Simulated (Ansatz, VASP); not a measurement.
## GaSb in VASP and in Ansatz

Contents of INCAR:

```
SYSTEM = GaSb
PREC = Accurate
ENCUT = 520
EDIFF = 1E-7
ISMEAR = 0
SIGMA = 0.016
LREAL = .False.
LASPH = .True.
NELM = 80
ALGO = Fast
ISIF = 2
LWAVE = .False.
LCHARG = .False.
GGA = PE
```

The input KPOINTS:

```
Automatic mesh
0
Gamma
  8 8 8
  0 0 0
```

POSCAR

```
GaSb
1.0
    0.0000000000      3.0590000000      3.0590000000
    3.0590000000      0.0000000000      3.0590000000
    3.0590000000      3.0590000000      0.0000000000
Sb Ga
1 1
Direct
    0.7500000000      0.7500000000      0.7500000000
    0.0000000000      0.0000000000      0.0000000000
```

File input.yaml:

```yaml
crystal:
  lattice:
    - [0.0, 3.059, 3.059]
    - [3.059, 0.0, 3.059]
    - [3.059, 3.059, 0.0]
  atoms:
    - { symbol: Sb, position: [0.75, 0.75, 0.75] }
    - { symbol: Ga, position: [0.0, 0.0, 0.0] }
hamiltonian:
  xc: pbe
  pseudopotentials: { kind: paw }
kpoints:
  mp_grid: { grid: [8, 8, 8] }
scf:
  occupations: { method: gaussian, width: 0.016 }
output:
  forces: true
  stress: true
  eigenvalues: true
  write_density: true
  write_potential: true
  elf: true
  volumetric_format: npy
```

Alike in both runs: task single point; functional PBE; k mesh 8 × 8 × 8; occupations gaussian, width 0.016 eV; no spin polarisation.

```csv
,VASP,Ansatz
version,VASP 6.6.1,Ansatz 0.2.0
potentials or method,"VASP PAW PBE potentials, release 64 (Sb, Ga_d)",Ansatz PAW
plane-wave cutoff (eV),520,420
valence electrons in the cell,18,28
```

```csv
,VASP,Ansatz,Ansatz less VASP
gap on the k mesh at the Fermi level (eV),0.04,0.03,-0.003
least direct gap on the mesh (eV),0.04,0.03,-0.003
pressure (GPa),2.4,2.3,-0.07
```

The functional is the same, so the differences come from potentials, cutoffs and numerics. The two sets of potentials don't hold the same shells in valence.

Caveats: spin-orbit coupling is left out, which moves the levels of the heavy elements. A hybrid or GW would open this gap; PBE tends to underestimate it. A k mesh can miss the band edges.
